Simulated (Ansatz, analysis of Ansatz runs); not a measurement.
# Negative SnV centre in diamond: zero-phonon line against experiment, part 2 of 2

How near does this set-up come to the measured zero-phonon line? Subject: negative SnV centre in diamond. Set-up: PBEsol, 216-site cell, PBEsol lattice, 420 eV, k: the zone centre alone. The model is a cell of 216 host atoms with 1 site emptied and Sn put on another atom's site. The excitation energy is a difference of total energies with one electron moved up within one spin channel. A larger cell tests how far the defect's images disturb the number.

Ansatz 0.2.0; PBEsol, 216-site cell, PBEsol lattice, 420 eV, k: the zone centre alone.

So far. Step 3 (Ground state): The largest moments in the atoms' spheres: C114 0.06, C113 0.06, C111 0.06, C110 0.06, C109 0.06, C105 0.06 μB.

## Step 4: Excited state at the ground state's structure

One electron is moved to the upper level and held there by its overlap; at the ground state's structure the energy difference is the vertical absorption.

This step: plane-wave PAW DFT, PBEsol; single point of a defect supercell.

excited/input.yaml reads:

```yaml
crystal:
  lattice:
    - [10.66142552, 0.0, 0.0]
    - [0.0, 10.66142552, 0.0]
    - [0.0, 0.0, 10.66142552]
  atoms:
    - { symbol: C, position: [-0.000207102, -0.000207102, 0.16649309] }
    - { symbol: C, position: [0.000423653, 0.166671488, -0.000423653] }
[... 102 atom lines left out ...]
    - { symbol: C, position: [0.325454928, 0.325454928, 0.48647376] }
    - { symbol: C, position: [0.328474236, 0.501418841, 0.329179116] }
[... 1 atom line left out ...]
    - { symbol: Sn, position: [0.458330408, 0.458330408, 0.541669592] }
    - { symbol: C, position: [0.403139835, 0.591210086, 0.408789914] }
    - { symbol: C, position: [0.591210086, 0.403139835, 0.408789914] }
    - { symbol: C, position: [0.591210086, 0.591210086, 0.596860165] }
[... 1 atom line left out ...]
    - { symbol: C, position: [0.325454928, 0.51352624, 0.674545072] }
    - { symbol: C, position: [0.51352624, 0.325454928, 0.674545072] }
[... 13 atom lines left out ...]
    - { symbol: C, position: [0.328474236, 0.670820884, 0.498581159] }
[... 9 atom lines left out ...]
    - { symbol: C, position: [0.501418841, 0.670820884, 0.671525764] }
[... 37 atom lines left out ...]
    - { symbol: C, position: [0.670820884, 0.328474236, 0.498581159] }
[... 8 atom lines left out ...]
    - { symbol: C, position: [0.670820884, 0.501418841, 0.671525764] }
[... 29 atom lines left out ...]
    - { symbol: C, position: [0.916872327, 0.916872327, 0.916841698] }
total_charge: -1
basis:
  ecutwfc: 420
  xc_grid: 2
hamiltonian:
  xc: pbesol
kpoints:
  mp_grid: { grid: [1, 1, 1] }
magnetization:
  spin_polarized: true
  initial_magnetization: 1
  spin_locking: { lock_magnetization: hard }
scf:
  occupations:
    method: fermi_dirac
    width: 0.01
    excite:
      from: { channel: down, k: 0, band: [v5, v4], track: overlap }
      to: { channel: down, k: 0, band: [v2, v1], track: overlap }
  max_iter: 150
  n_extra_bands: 20
  lower_state_search: "off"
output:
  forces: true
checkpoint:
  read: "../ground.run"
  write: "../excited.run"
  compress: false
  write_wavefunctions: true
  write_every: 100000
```

The run is started by

```sh
$ ansatz run input.yaml --threads 32 --pin off --max-ram 84787MiB --backend cuda --events-out ev --progress --plain --runs-dir out --max-vram 78GiB
```

Numbers of over 12 decimals in the logs are rounded to 6 here.

The program printed:

```text
[...]
GPU FFT provider: cuFFT
GPU libraries: cuBLAS 13.8.1, cuFFT 12.4.0, cuSOLVER 12.3.2
[...]
Crystal: 215 atoms, lattice volume = 1211.842 Å³
Basis set: ecut = 420 eV, 23703 PW (Γ), exchange–correlation on 144×144×144 points (8 copies of the dense FFT grid, shifted against one another)
Bands: 456, of which v1, the nominal top of the filled ones, is band 436 counted from 1 (435 counted from 0)
Symmetry: 12 space group operations
[...]
k-points: 1
Excitation: hole v5 to v4 ↓ at k 0, (0, 0, 0); particle v2 to v1 ↓ at k 0, (0, 0, 0); 1.000000e0 electrons a cell; the bands as a deck names them, k counted from 0 among the points solved; in brackets its point in fractional reciprocal coordinates
[...]
GPU buffer pool allocated for 373248 grid points (all kernels)
[...]
Magnetization: 1.0000 μB (436.0000 up, 435.0000 down)
Absolute magnetization: 1.0288 μB (∫|ρ↑−ρ↓|, with the PAW one-centre terms)
[...]
Per-site moments (μB) at R_I (Å): [(0.00202255, 0.633890), (0.00258918, 0.632885), (0.00258918, 0.632885), [... 6 left out ...]
Free energy (F): -58707.377503 eV
[...]
Internal energy: -58707.363640 eV  (E = F + TS)
E sigma→0 (E₀):  -58707.370571 eV
Entropy (-TS):   -0.013863 eV (-0.064 meV/atom)
Fermi energy:    15.747723 (↑ 16.674986, ↓ 15.747723) eV  (of the remaining states, beside the excitation)
[...]
--- Forces (eV/Å), atoms counted from 1 ---
  atom   1  C     -0.02611602    -0.02611602     0.03762215
  atom   2  C     -0.03686244    -0.02737458     0.03686244
  [... 4 atoms left out ...]
  [... 209 more lines of this table ...]
  max |Σ_I F_I| component: 3.75e-16 eV/Å
--- Band table (eV) ---
[...]
[key lines of the parts left out:]
Converged-ψ floor refinement (derivative, response, wavefunction or occupation consumer): ⟨swp⟩=1.0  Hψ=1824  notcnv=0
SCF converged after 14 iterations
```

Elapsed: 2.3 s, on 1 × NVIDIA GB200 with 32 threads of Arm Neoverse V2, shared host; peak memory 1.5 GiB; 5.6 s of CPU time.

Numbers from this step:

* free energy: -58707.3775 eV
* smearing term TS: 0.01386 eV
* total moment: 1 μB
* integral of the absolute spin density: 1.029 μB
* spin contamination: 2.26e-5

## Step 5: Relaxation in the excited state

The zero-phonon line joins two minima, so the atoms are relaxed with the electron held in the upper level.

This step: plane-wave PAW DFT, PBEsol; Delta-SCF with one electron moved between two levels, relaxation of all atoms.

excited_relax/input.yaml, as its differences from excited/input.yaml of step 4:

```diff
@@ -55,3 +55,3 @@
   read: "../ground.run"
-  write: "../excited.run"
+  write: "../excited_relax.run"
   compress: false
@@ -59 +59,5 @@
   write_every: 100000
+relax:
+  f_tol: 0.02
+  max_steps: 50
+  escape_saddle: false
```

The program printed:

```text
[...]
Crystal: 215 atoms, lattice volume = 1211.842 Å³
Basis set: ecut = 420 eV, 23703 PW (Γ), exchange–correlation on 144×144×144 points (8 copies of the dense FFT grid, shifted against one another)
Bands: 456, of which v1, the nominal top of the filled ones, is band 436 counted from 1 (435 counted from 0)
Symmetry: 12 space group operations
[...]
k-points: 1
[...]
SCF iter   2: F=—  HF=-58709.564156 eV  |Δ(HF+E_count)|=   1.75e-9  Δρ=2.01e-7 (↑2.01e-7 ↓2.00e-7)  dr2=3.07e-8  dr2_m=8.67e-12  M=1.000 μB ∫|m|=1.102 μB  Hψ=1845
[...]
SCF 1 converged in 14 iterations: F = -58707.377503 eV  dr2 = 3.94e-9
[...]
relax step   1: F+E_penalty+E_count = -58707.37750254 eV  Δ(F+E_penalty+E_count) = +0.000e0 eV  max|allowed force component| = 3.080e-1 eV/Å  Δτ_max = 0.0000 Å  (14 SCF iters, accepted)
[...]
Magnetization: 1.0000 μB (436.0000 up, 435.0000 down)
Absolute magnetization: 1.0289 μB (∫|ρ↑−ρ↓|, with the PAW one-centre terms)
[...]
Per-site moments (μB) at R_I (Å): [(0.00196728, 0.634100), (0.00256044, 0.632974), (0.00256044, 0.632974), [... 6 left out ...]
Free energy (F): -58707.410205 eV
[...]
Internal energy: -58707.396342 eV  (E = F + TS)
E sigma→0 (E₀):  -58707.403274 eV
Entropy (-TS):   -0.013863 eV (-0.064 meV/atom)
[...]
--- Forces (eV/Å), atoms counted from 1 ---
  atom   1  C     -0.00029124    -0.00029124     0.00082528
  atom   2  C     -0.00196496     0.00138563     0.00196496
  [... 4 atoms left out ...]
  [... 209 more lines of this table ...]
  max |Σ_I F_I| component: 1.64e-17 eV/Å
--- Band table (eV) ---
[...]
--- Relaxed structure (4 steps of the walk, 4 accepted, 0 SCFs on fresh bases) ---
  F+E_penalty+E_count = -58707.41020506 eV   max|allowed force component| = 1.550e-2 eV/Å
  atoms:
    - { symbol: C, position: [-0.000237, -0.000237, 0.166533] }
    - { symbol: C, position: [0.000400, 0.166639, -0.000400] }
    [... 4 atoms left out ...]
  [... 209 more lines of this table ...]
[key lines of the parts left out:]
SCF converged after 3 iterations
```

Run time: 5.3 s. Hardware: 1 × NVIDIA GB200 with 32 threads; peak memory 1.5 GiB; 15 s of CPU time.

Relaxation path:

| step | energy less that of the first step (eV) | largest force component (eV/Å) |
| --- | --- | --- |
| 1 | 0.0000 | 0.3080 |
| 2 | -0.0270 | 0.0989 |
| 3 | -0.0327 | 0.0155 |
| 4 | -0.0327 | 0.0155 |

The run keeps the 12 symmetry operations that it works with, so distortions that break them were not tested.

The atoms nearest to the centre after the run:

| atom | distance (Å) |
| --- | --- |
| Sn108 | 0.000 |
| C105 | 2.088 |
| C114 | 2.088 |
| C113 | 2.088 |
| C111 | 2.088 |
| C110 | 2.088 |
| C109 | 2.088 |
| C118 | 2.697 |
| C117 | 2.697 |
| C40 | 2.697 |
| C88 | 2.697 |
| C86 | 2.697 |
| C39 | 2.697 |
| C128 | 2.697 |
| C176 | 2.697 |
| C185 | 2.697 |

Read from the output:

```
free energy                           : -58707.4102 eV
smearing term TS                      : 0.01386 eV
total moment                          : 1 μB
integral of the absolute spin density : 1.029 μB
spin contamination                    : 2.29e-5
```

## Step 6: Ground state at the excited state's structure

The ground state at the excited structure gives the vertical emission.

This step: plane-wave PAW DFT, PBEsol; single point of a defect supercell.

ground_at_excited/input.yaml reads:

```yaml
crystal:
  lattice:
    - [10.66142552, 0.0, 0.0]
    - [0.0, 10.66142552, 0.0]
    - [0.0, 0.0, 10.66142552]
  atoms:
    - { symbol: C, position: [-0.00023744, -0.00023744, 0.166533389] }
    - { symbol: C, position: [0.00039976, 0.166639265, -0.00039976] }
[... 36 atom lines left out ...]
    - { symbol: C, position: [0.245821306, 0.414770146, 0.411526067] }
    - { symbol: C, position: [0.245821306, 0.588473933, 0.585229854] }
[... 45 atom lines left out ...]
    - { symbol: C, position: [0.414770146, 0.245821306, 0.411526067] }
[... 1 atom line left out ...]
    - { symbol: C, position: [0.588473933, 0.245821306, 0.585229854] }
[... 16 atom lines left out ...]
    - { symbol: C, position: [0.325480882, 0.325480882, 0.486246285] }
[... 2 atom lines left out ...]
    - { symbol: Sn, position: [0.458333333, 0.458333333, 0.541666667] }
    - { symbol: C, position: [0.402912951, 0.591185785, 0.408814215] }
    - { symbol: C, position: [0.591185785, 0.402912951, 0.408814215] }
    - { symbol: C, position: [0.591185785, 0.591185785, 0.597087049] }
[... 1 atom line left out ...]
    - { symbol: C, position: [0.325480882, 0.513753715, 0.674519118] }
    - { symbol: C, position: [0.513753715, 0.325480882, 0.674519118] }
[... 3 atom lines left out ...]
    - { symbol: C, position: [0.588473933, 0.414770146, 0.754178694] }
[... 96 atom lines left out ...]
    - { symbol: C, position: [0.916904107, 0.916904107, 0.916799944] }
total_charge: -1
basis:
  ecutwfc: 420
  xc_grid: 2
hamiltonian:
  xc: pbesol
kpoints:
  mp_grid: { grid: [1, 1, 1] }
magnetization:
  spin_polarized: true
  initial_magnetization: 1
  spin_locking: { lock_magnetization: hard }
scf:
  occupations: { method: fermi_dirac, width: 0.01 }
  max_iter: 120
  n_extra_bands: 20
  lower_state_search: "off"
output:
  forces: true
checkpoint:
  read: "../ground.run"
  write: "../ground_at_excited.run"
  compress: false
  write_wavefunctions: true
  write_every: 100000
```

The program printed:

```text
[...]
GPU FFT provider: cuFFT
GPU libraries: cuBLAS 13.8.1, cuFFT 12.4.0, cuSOLVER 12.3.2
[...]
Crystal: 215 atoms, lattice volume = 1211.842 Å³
Basis set: ecut = 420 eV, 23703 PW (Γ), exchange–correlation on 144×144×144 points (8 copies of the dense FFT grid, shifted against one another)
Bands: 456, of which v1, the nominal top of the filled ones, is band 436 counted from 1 (435 counted from 0)
Symmetry: 12 space group operations
[...]
k-points: 1
[...]
GPU buffer pool allocated for 373248 grid points (all kernels)
[...]
SCF iter   8: F=-58709.531756 eV  HF=-58709.531756 eV  |Δ(HF+E_count)|=   1.75e-8  Δρ=2.60e-7 (↑2.60e-7 ↓2.60e-7)  dr2=3.81e-8  dr2_m=1.27e-12  M=1.000 μB ∫|m|=1.101 μB  Hψ=2335
SCF 1 converged in 8 iterations: F = -58709.531756 eV  dr2 = 3.81e-8
[...]
NSCF: frozen V_eff on 1 k-points
[...]
SCF converged after 8 iterations
Stability checked in part: among states of this total moment the steps that led to this state did not find it unstable. No probe was made; neither looks for a lower state of another moment (fixed_total_moment; see scf.lower_state_search)
Magnetization: 1.0000 μB (436.0000 up, 435.0000 down)
Absolute magnetization: 1.1072 μB (∫|ρ↑−ρ↓|, with the PAW one-centre terms)
[...]
Per-site moments (μB) at R_I (Å): [(0.000356656, 0.634100), (0.000161247, 0.632974), (0.000161247, 0.632974), [... 6 left out ...]
Free energy (F): -58709.531756 eV
[...]
Internal energy: -58709.517893 eV  (E = F + TS)
E sigma→0 (E₀):  -58709.524825 eV
Entropy (-TS):   -0.013863 eV (-0.064 meV/atom)
Fermi energy:    15.351130 (↑ 16.384715, ↓ 15.351130) eV
[...]
--- Forces (eV/Å), atoms counted from 1 ---
  atom   1  C      0.02516435     0.02516435    -0.03640258
  atom   2  C      0.03453498     0.02738910    -0.03453498
  [... 4 atoms left out ...]
  [... 209 more lines of this table ...]
  max |Σ_I F_I| component: 3.43e-16 eV/Å
--- Band table (eV) ---
[...]
```

Wall time 2.4 s (1 × NVIDIA GB200 with 32 threads); peak memory 1.5 GiB; 6.4 s of CPU time.

Numbers from this step:

| Quantity | Value |
| --- | --- |
| free energy | -58709.5318 eV |
| smearing term TS | 0.01386 eV |
| total moment | 1 μB |
| integral of the absolute spin density | 1.107 μB |
| spin contamination | 0.001233 |

## Step 7: Outcome

The level that gives it spreads over a large part of the cell (194 of 215 atoms): it is diffuse or a band state, and this cell can't show whether it is bound to the centre. For the record: Zero-phonon line: computed 2.15 eV, measured 2 eV; 0.15 eV above the measurement.

[Logs are printed without paths, hosts, clocks, repeated set-up lines and the standing remarks that a program may print on its own settings, such as how far it seeks lower states.]

[Hosts, paths, dates, database ids (printed as entryN), source tags and the programs' standing remarks are cut or masked in the printed files.]

[For some hosts the program warned that the k-mesh of the response run may be too coarse for force constants and the static dielectric constant; such warnings are not shown here.]
